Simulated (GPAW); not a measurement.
# ZnSe (Stilleite) (F-43m) in GPAW: further runs

The runs below take ZnSe (Stilleite) through single point, relaxation of cell and atoms, with PBE, PBE+D3(BJ), PBE+D4, PBEsol+D3(BJ).

All numbers are computed with GPAW 26.7.0; they aren't measurements. Logs are shortened: lines on timing, memory, paths and dates and some standing lists are left out, and cuts for length are marked. The log counts tension as positive stress, the text compression.

**Experimental background.**

From “Alloy Disordering Effects on the Thermal Conductivity and Energy Gap Temperature Dependence of Cd1−xZnxSe Ternary Crystals Grown by the Bridgman Method”, 2023, pmc:10253836, for a bulk crystal of ZnSe at 300 K: band gap 2.695 ± 0.003 eV (an exciton energy, a little under the gap).

The results are compared with them further down.

### Step 1. The crystal as given

The structure is cubic, space group F-43m (No. 216). The conventional cell has a = 5.668 Å, b = 5.668 Å, c = 5.668 Å, α = 90.00°, β = 90.00°, γ = 90.00°. Around Se (site symmetry -43m) lie 4 Zn at 2.45 Å. Around Zn (site symmetry -43m) lie 4 Se at 2.45 Å.

### Step 2. Single point, PBE

File run.py:

```python
from ase.dft.bandgap import bandgap
from ase.io import read, write
from ase.units import GPa
from gpaw import GPAW, PW

atoms = read('ZnSe.xyz')

calc = GPAW(mode=PW(600),
            xc='PBE',
            kpts={'size': (8, 8, 8), 'gamma': True},
            occupations={'name': 'methfessel-paxton', 'order': 0, 'width': 0.028000000000000004},
            nbands=18,
            convergence={'density': 1e-05, 'energy': 1e-05},
            maxiter=150,
            txt='gpaw.txt')
atoms.calc = calc
energy = atoms.get_potential_energy()
forces = atoms.get_forces()
stress = atoms.get_stress()
calc.write('gs.gpw')
write('result.traj', atoms)
print(f'Energy: {energy:.6f} eV')
print('Forces (eV/A):')
print(forces.round(4))
print('Stress (GPa):', (stress / GPa).round(3))
print('Fermi level:', round(calc.get_fermi_level(), 4), 'eV')
print(f'Gap: {bandgap(calc)[0]:.4f} eV, direct: {bandgap(calc, direct=True)[0]:.4f} eV')
```

File ZnSe.xyz:

```xyz
2
Lattice="0.0000000000 2.8338000000 2.8338000000 2.8338000000 0.0000000000 2.8338000000 2.8338000000 2.8338000000 0.0000000000" Properties=species:S:1:pos:R:3 pbc="T T T"
Se     4.2507000000      4.2507000000      4.2507000000
Zn     0.0000000000      0.0000000000      0.0000000000
```

Potentials or basis: GPAW PAW data sets (gpaw-data 1.2.1), pw.

Command:

```sh
> OMP_NUM_THREADS=1 python run.py
```

gpaw.txt:

```text
__  _  _
 | _ |_)|_||  |
 |__||  | ||/\| - 26.7.0

Input parameters:
  mode=PW(ecut=600.0),
  convergence={'density': 1e-05, 'energy': 1e-05},
  kpts=MonkhorstPack(size=(8, 8, 8), gamma=True),
  maxiter=150,
  nbands=18,
  occupations=Occupations(name='methfessel-paxton', order=0, width=0.028000000000000004),
  xc=XC(name='PBE')

Diagonalizing LCAO Hamiltonian
Converting LCAO to pw mode

                    Se

       Zn

Atoms  # Å, Bohr magnetons
|   | symbol |        x |        y |        z |    initial magnetic moments |
|---|--------|----------|----------|----------|-----------------------------|
| 0 |     Se | 4.250700 | 4.250700 | 4.250700 | ( 0.0000,  0.0000,  0.0000) |
| 1 |     Zn | 0.000000 | 0.000000 | 0.000000 | ( 0.0000,  0.0000,  0.0000) |

Unit cell  # Å
| periodic |        x |        y |        z |  lengths |    angles |
|----------|----------|----------|----------|----------|-----------|
|      yes | 0.000000 | 2.833800 | 2.833800 | 4.007598 | 60.000000 |
|      yes | 2.833800 | 0.000000 | 2.833800 | 4.007598 | 60.000000 |
|      yes | 2.833800 | 2.833800 | 0.000000 | 4.007598 | 60.000000 |

Number of symmetries: 24
Symmetry operations  # r_c * U_cc + t_c -> r_c
|    | kind |            matrix            |
|----|------|------------------------------|
|  0 |  E   |  1, 0, 0,  0, 1, 0,  0, 0, 1 |
|  1 |  σ   |  1, 0, 0,  0, 0, 1,  0, 1, 0 |
|  2 |  σ   |  1, 0,-1,  0, 1,-1,  0, 0,-1 |
|  3 |  C3  |  1, 0,-1,  0, 0,-1,  0, 1,-1 |
|  4 |  C3  |  1,-1, 0,  0,-1, 1,  0,-1, 0 |
|  5 |  σ   |  1,-1, 0,  0,-1, 0,  0,-1, 1 |
|  6 |  σ   |  0, 1, 0,  1, 0, 0,  0, 0, 1 |
|  7 |  C3  |  0, 1, 0,  0, 0, 1,  1, 0, 0 |
|  8 |  C2  |  0, 1,-1,  1, 0,-1,  0, 0,-1 |
|  9 |  S4  |  0, 1,-1,  0, 0,-1,  1, 0,-1 |
| 10 |  C3  |  0, 0, 1,  1, 0, 0,  0, 1, 0 |
| 11 |  σ   |  0, 0, 1,  0, 1, 0,  1, 0, 0 |
| 12 |  S4  |  0, 0,-1,  1, 0,-1,  0, 1,-1 |
| 13 |  C3  |  0, 0,-1,  0, 1,-1,  1, 0,-1 |
| 14 |  S4  |  0,-1, 1,  1,-1, 0,  0,-1, 0 |
| 15 |  C2  |  0,-1, 1,  0,-1, 0,  1,-1, 0 |
| 16 |  C3  |  0,-1, 0,  1,-1, 0,  0,-1, 1 |
| 17 |  S4  |  0,-1, 0,  0,-1, 1,  1,-1, 0 |
| 18 |  S4  | -1, 1, 0, -1, 0, 1, -1, 0, 0 |
| 19 |  C3  | -1, 1, 0, -1, 0, 0, -1, 0, 1 |
| 20 |  C3  | -1, 0, 1, -1, 1, 0, -1, 0, 0 |
| 21 |  S4  | -1, 0, 1, -1, 0, 0, -1, 1, 0 |
| 22 |  σ   | -1, 0, 0, -1, 1, 0, -1, 0, 1 |
| 23 |  C2  | -1, 0, 0, -1, 0, 1, -1, 1, 0 |

BZ-sampling:
  Number of BZ points: 512
  Number of IBZ points: 29

  Monkhorst-Pack size: [8, 8, 8]
  Monkhorst-Pack shift: [0.0625, 0.0625, 0.0625]

K-points  # in reciprocal-cell coordinates
|     |                                coordinates |     weight |
|-----|--------------------------------------------|------------|
|   0 | (  0.00000000,   0.00000000,   0.00000000) | 0.00195312 |
|   1 | (  0.12500000,   0.12500000,   0.00000000) | 0.01171875 |
|   2 | (  0.12500000,   0.12500000,   0.12500000) | 0.01562500 |
|   3 | (  0.25000000,   0.12500000,   0.12500000) | 0.02343750 |
|   4 | (  0.25000000,   0.25000000,   0.00000000) | 0.01171875 |
|   5 | (  0.25000000,   0.25000000,   0.12500000) | 0.04687500 |
|   6 | (  0.25000000,   0.25000000,   0.25000000) | 0.01562500 |
|   7 | (  0.37500000,   0.25000000,  -0.37500000) | 0.04687500 |
|   8 | (  0.37500000,   0.25000000,   0.12500000) | 0.04687500 |
|   9 | (  0.37500000,   0.25000000,   0.25000000) | 0.04687500 |
| ... |                                            |            |
|  28 | (  0.50000000,   0.50000000,   0.50000000) | 0.00781250 |

Plane wave coefficients: 1540
Cutoff: 600.0 eV

Spin-components: 1 (collinear spins)
Bands:           18
Projectors:      11
Spin-degeneracy: 2
Datatype:        complex128

Parallelization:
  kpt:    1
  domain: 1
  band:   1

Density:
  Valence electrons: 18.0
  Components: 1
  Grid points: [24 24 24]
  Charge: 0.0  # |e|

Potential:
  Grid points: [24 24 24]

species:
  Se:
    name:    Selenium
    Z:       34.0
    valence: 6
    core:    28
    charge:  0.0  # [|e|]
    compensation charges:
      type: gauss
      rc: 0.27  # [Å]
      lmax: 2
    cutoffs:
      filter: 1.77  # [Å]
      core: 2.67  # [Å]
    projectors
    | kind |    occ | energy [eV] | rcut [Å] |
    |------|--------|-------------|----------|
    |   4s |  2.000 |     -17.277 |    0.847 |
    |   4p |  4.000 |      -6.512 |    1.005 |
    |    s |        |       9.935 |    0.847 |
    |    p |        |      20.699 |    1.005 |
    |    d |        |       0.000 |    0.847 |

    Using partial waves for Se as LCAO basis

  Zn:
    name:    Zinc
    Z:       30.0
    valence: 12
    core:    18
    charge:  0.0  # [|e|]
    compensation charges:
      type: gauss
      rc: 0.37  # [Å]
      lmax: 2
    cutoffs:
      filter: 2.14  # [Å]
      core: 2.28  # [Å]
    projectors
    | kind |    occ | energy [eV] | rcut [Å] |
    |------|--------|-------------|----------|
    |   4s |  2.000 |      -5.977 |    1.286 |
    |   4p |  0.000 |      -1.117 |    1.270 |
    |   3d | 10.000 |     -10.142 |    1.180 |
    |    s |        |      21.234 |    1.286 |
    |    p |        |      26.095 |    1.270 |
    |    d |        |      17.070 |    1.180 |

    Using partial waves for Zn as LCAO basis

Reference energy: -114964.858784  # eV

eigensolver:
  PPCG
  Converge bands: occupied
  niter=2

density mixing:
  MSR1-Mixer
  Pratt-step length: 0.05
  Maximum mixing coefficient: 0.75
  Old densities: 10
  SVD Regularization: 0.005
  Good broyden scale: 1.0
  Trust region scale: 1.0
  Backstep threshold: 4.0
  History deletion threshold: 6.0
  Fourier metric: weight=20.0, sigma=0.015

occupation numbers:
  Methfessel-Paxton:
    width: 0.0280  # eV
    order: 0

poisson solver:
  ecut: 4800.0  # eV

xc functional:
  name: PBE with 2 nearest neighbor stencil

convergence criteria:
[... 6 lines left out ...]
|iter     | |      energy | eigst |  dens |
|---------|-|-------------|-------|-------|
|iter:   1| |   -6.339548 | -0.25 |       |
|iter:   2| |   -6.282171 | -2.22 | -1.24 |
|iter:   3| |   -6.100369 | -1.65 | -1.28 |
|iter:   4| |   -6.100329 | -2.63 | -1.83 |
|iter:   5| |   -6.101408 | -3.71 | -2.31 |
|iter:   6| |   -6.101380 | -4.25 | -2.93 |
|iter:   7| |   -6.101403c| -5.24 | -3.51 |
|iter:   8| |   -6.101407c| -6.03 | -3.93 |
|iter:   9| |   -6.101407c| -8.14c| -5.04c|

Converged in 9 steps
Energy contributions relative to reference atoms: (reference = -114964.858784)

Energy contributions:
  Kinetic:          13.004586
  Coulomb:         -11.065266
  Zero:             -0.038423
  External:          0.000000
  Xc:               -8.002304
  Entropy:          -0.000000
  Spinorbit:         0.000000
  ----------------------------
  Free energy:      -6.101407
  Extrapolated:     -6.101407

dipole moment: (-7.090447, -7.090447, -7.090447)  # |e|*Ang

Fermi level: 4.353
Eigenvalues  # (at kpt = [0.000, 0.000, 0.000])
| band index |      eig [eV] | occ [0-2] |
|------------|---------------|-----------|
|          0 |        -9.375 |     2.000 |
|          1 |        -2.645 |     2.000 |
|          2 |        -2.645 |     2.000 |
|          3 |        -2.645 |     2.000 |
|          4 |        -2.279 |     2.000 |
|          5 |        -2.279 |     2.000 |
|          6 |         3.872 |     2.000 |
|          7 |         3.872 |     2.000 |
|          8 |         3.872 |     2.000 |
|          9 |         5.170 |     0.000 |
|         10 |         9.684 |     0.000 |
|         11 |         9.684 |     0.000 |
|         12 |         9.684 |     0.000 |
|         13 |        13.831 |     0.000 |
|         14 |        15.345 |     0.000 |
|         15 |        15.345 |     0.000 |
|         16 |        16.945 |     0.000 |
|         17 |        16.945 |     0.000 |

Gap: 1.298 eV
Transition (v -> c):
  (s=0, k=0, n=8, [0.00, 0.00, 0.00]) -> (s=0, k=0, n=9, [0.00, 0.00, 0.00])
No difference between direct/indirect transitions

Forces  # eV/Ang
|       x |        y |        z |
|---------|----------|----------|
| 0.00000 | -0.00000 | -0.00000 |  # Se   0
| 0.00000 |  0.00000 | -0.00000 |  # Zn   1

Stress tensor  # eV/Ang^3
|         x |         y |         z |
|-----------|-----------|-----------|
| -0.013034 |  0.000000 |  0.000000 |
|  0.000000 | -0.013034 |  0.000000 |
|  0.000000 |  0.000000 | -0.013034 |

# Writing to gs.gpw (mode='')
```

Wall time 18 s (1 thread of Intel Xeon Platinum 8259CL at 2.50GHz (Skylake/Cascade Lake), shared host); peak memory 0.16 GiB.

Results:

```
Free energy            : -6.1014 eV
Pressure               : 2.1 GPa
Band gap on the k mesh : 1.30 eV, direct
```

Levels at points of the mesh, in eV from the valence-band top:
```
           k point  band 6  band 7  band 8  band 9  band 10  band 11  band 12  band 13
(0.00, 0.00, 0.00)   -6.15    0.00    0.00    0.00     1.30     5.81     5.81     5.81
(0.50, 0.50, 0.00)   -5.97   -4.74   -2.18   -2.18     2.99     3.47    10.73    11.25
(0.50, 0.50, 0.50)   -5.99   -5.22   -0.87   -0.87     2.55     6.39     6.39     8.57
```

### Step 3. Relaxation of cell and atoms, PBE+D3(BJ), target pressure -1 GPa, at which the enthalpy is minimised

File run.py:

```python
from ase import Atoms
from ase.calculators.mixing import SumCalculator
from ase.filters import FrechetCellFilter
from ase.io import write
from ase.optimize import BFGS
from ase.units import GPa
from dftd3.ase import DFTD3
from gpaw import GPAW, PW

atoms = Atoms(['Se', 'Zn'],
              cell=[[0.0, 2.8338, 2.8338],
                    [2.8338, 0.0, 2.8338],
                    [2.8338, 2.8338, 0.0]],
              scaled_positions=[[0.75, 0.75, 0.75],
                                [0.0, 0.0, 0.0]],
              pbc=True)

calc = GPAW(mode=PW(600),
            xc='PBE',
            kpts={'size': (8, 8, 8), 'gamma': True},
            occupations={'name': 'fermi-dirac', 'width': 0.05},
            nbands=18,
            convergence={'density': 1e-05, 'forces': 0.0001},
            maxiter=150,
            txt='gpaw.txt')
atoms.calc = SumCalculator([calc, DFTD3(method='pbe', damping='d3bj')])
opt = BFGS(FrechetCellFilter(atoms, scalar_pressure=-1 * GPa), trajectory='relax.traj', logfile='-')
done = opt.run(fmax=0.01, steps=100)
calc.write('gs.gpw')
write('result.traj', atoms)
print('Converged:', done)
print('Cell:', atoms.cell.cellpar().round(4))
print('Volume:', round(atoms.get_volume(), 4))
print(atoms.get_scaled_positions().round(5))
```

Potentials or basis: GPAW PAW data sets (gpaw-data 1.2.1), pw.

Command:

```sh
> OMP_NUM_THREADS=1 python run.py
```

gpaw.txt:

```text
__  _  _
 | _ |_)|_||  |
 |__||  | ||/\| - 26.7.0

Input parameters:
  mode=PW(ecut=600.0),
  convergence={'density': 1e-05, 'forces': 0.0001},
  kpts=MonkhorstPack(size=(8, 8, 8), gamma=True),
  maxiter=150,
  nbands=18,
  occupations=Occupations(name='fermi-dirac', width=0.05),
  xc=XC(name='PBE')

Diagonalizing LCAO Hamiltonian
Converting LCAO to pw mode

                    Se

       Zn

Atoms  # Å, Bohr magnetons
|   | symbol |        x |        y |        z |    initial magnetic moments |
|---|--------|----------|----------|----------|-----------------------------|
| 0 |     Se | 4.250700 | 4.250700 | 4.250700 | ( 0.0000,  0.0000,  0.0000) |
| 1 |     Zn | 0.000000 | 0.000000 | 0.000000 | ( 0.0000,  0.0000,  0.0000) |

Unit cell  # Å
| periodic |        x |        y |        z |  lengths |    angles |
|----------|----------|----------|----------|----------|-----------|
|      yes | 0.000000 | 2.833800 | 2.833800 | 4.007598 | 60.000000 |
|      yes | 2.833800 | 0.000000 | 2.833800 | 4.007598 | 60.000000 |
|      yes | 2.833800 | 2.833800 | 0.000000 | 4.007598 | 60.000000 |

Number of symmetries: 24
Symmetry operations  # r_c * U_cc + t_c -> r_c
|    | kind |            matrix            |
|----|------|------------------------------|
|  0 |  E   |  1, 0, 0,  0, 1, 0,  0, 0, 1 |
|  1 |  σ   |  1, 0, 0,  0, 0, 1,  0, 1, 0 |
|  2 |  σ   |  1, 0,-1,  0, 1,-1,  0, 0,-1 |
|  3 |  C3  |  1, 0,-1,  0, 0,-1,  0, 1,-1 |
|  4 |  C3  |  1,-1, 0,  0,-1, 1,  0,-1, 0 |
|  5 |  σ   |  1,-1, 0,  0,-1, 0,  0,-1, 1 |
|  6 |  σ   |  0, 1, 0,  1, 0, 0,  0, 0, 1 |
|  7 |  C3  |  0, 1, 0,  0, 0, 1,  1, 0, 0 |
|  8 |  C2  |  0, 1,-1,  1, 0,-1,  0, 0,-1 |
[... 208 lines left out ...]
Stress tensor  # eV/Ang^3
|         x |         y |         z |
|-----------|-----------|-----------|
| -0.013040 |  0.000000 | -0.000000 |
|  0.000000 | -0.013040 |  0.000000 |
| -0.000000 |  0.000000 | -0.013040 |

Forces  # eV/Ang
|       x |       y |       z |
|---------|---------|---------|
| 0.00000 | 0.00000 | 0.00000 |  # Se   0
| 0.00000 | 0.00000 | 0.00000 |  # Zn   1

Interpolating wave functions to new cell

                    Se

       Zn

Atoms  # Å, Bohr magnetons
|   | symbol |        x |        y |        z |    initial magnetic moments |
|---|--------|----------|----------|----------|-----------------------------|
| 0 |     Se | 4.253168 | 4.253168 | 4.253168 | ( 0.0000,  0.0000,  0.0000) |
| 1 |     Zn | 0.000000 | 0.000000 | 0.000000 | ( 0.0000,  0.0000,  0.0000) |

Unit cell  # Å
| periodic |         x |         y |        z |  lengths |    angles |
|----------|-----------|-----------|----------|----------|-----------|
|      yes | -0.000000 |  2.835446 | 2.835446 | 4.009926 | 60.000000 |
|      yes |  2.835446 | -0.000000 | 2.835446 | 4.009926 | 60.000000 |
|      yes |  2.835446 |  2.835446 | 0.000000 | 4.009926 | 60.000000 |

Number of symmetries: 24
Symmetry operations  # r_c * U_cc + t_c -> r_c
|    | kind |            matrix            |
|----|------|------------------------------|
|  0 |  E   |  1, 0, 0,  0, 1, 0,  0, 0, 1 |
|  1 |  σ   |  1, 0, 0,  0, 0, 1,  0, 1, 0 |
|  2 |  σ   |  1, 0,-1,  0, 1,-1,  0, 0,-1 |
|  3 |  C3  |  1, 0,-1,  0, 0,-1,  0, 1,-1 |
|  4 |  C3  |  1,-1, 0,  0,-1, 1,  0,-1, 0 |
|  5 |  σ   |  1,-1, 0,  0,-1, 0,  0,-1, 1 |
|  6 |  σ   |  0, 1, 0,  1, 0, 0,  0, 0, 1 |
|  7 |  C3  |  0, 1, 0,  0, 0, 1,  1, 0, 0 |
|  8 |  C2  |  0, 1,-1,  1, 0,-1,  0, 0,-1 |
[... 206 lines left out ...]
Stress tensor  # eV/Ang^3
|         x |         y |         z |
|-----------|-----------|-----------|
| -0.012318 |  0.000000 |  0.000000 |
|  0.000000 | -0.012318 |  0.000000 |
|  0.000000 |  0.000000 | -0.012318 |

Forces  # eV/Ang
|        x |        y |        z |
|----------|----------|----------|
| -0.00000 | -0.00000 |  0.00000 |  # Se   0
| -0.00000 | -0.00000 | -0.00000 |  # Zn   1

Interpolating wave functions to new cell

                    Se

       Zn

Atoms  # Å, Bohr magnetons
|   | symbol |         x |        y |         z |    initial magnetic moments |
|---|--------|-----------|----------|-----------|-----------------------------|
| 0 |     Se |  4.263948 | 4.263948 |  4.263948 | ( 0.0000,  0.0000,  0.0000) |
| 1 |     Zn | -0.000000 | 0.000000 | -0.000000 | ( 0.0000,  0.0000,  0.0000) |

Unit cell  # Å
| periodic |        x |         y |         z |  lengths |    angles |
|----------|----------|-----------|-----------|----------|-----------|
|      yes | 0.000000 |  2.842632 |  2.842632 | 4.020089 | 60.000000 |
|      yes | 2.842632 | -0.000000 |  2.842632 | 4.020089 | 60.000000 |
|      yes | 2.842632 |  2.842632 | -0.000000 | 4.020089 | 60.000000 |

Number of symmetries: 24
Symmetry operations  # r_c * U_cc + t_c -> r_c
|    | kind |            matrix            |
|----|------|------------------------------|
|  0 |  E   |  1, 0, 0,  0, 1, 0,  0, 0, 1 |
|  1 |  σ   |  1, 0, 0,  0, 0, 1,  0, 1, 0 |
|  2 |  σ   |  1, 0,-1,  0, 1,-1,  0, 0,-1 |
|  3 |  C3  |  1, 0,-1,  0, 0,-1,  0, 1,-1 |
|  4 |  C3  |  1,-1, 0,  0,-1, 1,  0,-1, 0 |
|  5 |  σ   |  1,-1, 0,  0,-1, 0,  0,-1, 1 |
|  6 |  σ   |  0, 1, 0,  1, 0, 0,  0, 0, 1 |
|  7 |  C3  |  0, 1, 0,  0, 0, 1,  1, 0, 0 |
|  8 |  C2  |  0, 1,-1,  1, 0,-1,  0, 0,-1 |
[... 207 lines left out ...]
Stress tensor  # eV/Ang^3
|         x |         y |         z |
|-----------|-----------|-----------|
| -0.009239 | -0.000000 | -0.000000 |
| -0.000000 | -0.009239 | -0.000000 |
| -0.000000 | -0.000000 | -0.009239 |

Forces  # eV/Ang
|        x |        y |        z |
|----------|----------|----------|
| -0.00000 | -0.00000 | -0.00000 |  # Se   0
|  0.00000 |  0.00000 |  0.00000 |  # Zn   1

# Writing to gs.gpw (mode='')
```

stdout:

```text
Step          Energy          fmax
BFGS:    0       -7.029544        0.081271
BFGS:    1       -7.029807        0.066111
BFGS:    2       -7.030354        0.000884
Converged: True
Cell: [ 4.0201  4.0201  4.0201 60.     60.     60.    ]
Volume: 45.9401
[[0.75 0.75 0.75]
 [0.   0.   0.  ]]
```

Run time: 45 s. Hardware: 1 thread of Intel Xeon Platinum 8259CL at 2.50GHz (Skylake/Cascade Lake), shared host; peak memory 0.19 GiB.

What came out:

```yaml
Free_energy: -6.7436 eV
Relaxed_volume: 22.97 Å³/atom
Relaxed_cell: a = 4.020 Å, b = 4.020 Å, c = 4.020 Å, α = 60.00°, β = 60.00°, γ = 60.00°
Space_group_after_relaxing_to_0.05_Å: F-43m (No. 216)
Energy_change_on_relaxing_the_enthalpy_is_what_falls: +0.9 meV/atom
Ionic_steps: 3
Pressure_after_relaxing: -1.0 GPa
Band_gap_on_the_k_mesh: 1.26 eV, direct
Dispersion_energy_per_atom: -0.319 eV
```

The path:
```
step  energy change (eV)  largest force (eV/Å)  pressure (GPa)  volume (Å³)
   1              0.0000                0.0000           -0.43        45.51
   2              0.0002                0.0000           -0.54        45.59
   3              0.0019                0.0000           -0.99        45.94
```

Final structure:
```cif
data_structure
_symmetry_space_group_name_H-M 'P 1'
_symmetry_Int_Tables_number 1
_cell_length_a 4.0201
_cell_length_b 4.0201
_cell_length_c 4.0201
_cell_angle_alpha 60.000
_cell_angle_beta 60.000
_cell_angle_gamma 60.000
_cell_volume 45.94
loop_
_atom_site_label
_atom_site_type_symbol
_atom_site_fract_x
_atom_site_fract_y
_atom_site_fract_z
_atom_site_occupancy
Se1 Se 0.75000 0.75000 0.75000 1
Zn1 Zn 0.00000 0.00000 0.00000 1
```

Caveat: later steps reuse the first step's grids.

[end of part 1 of 2]
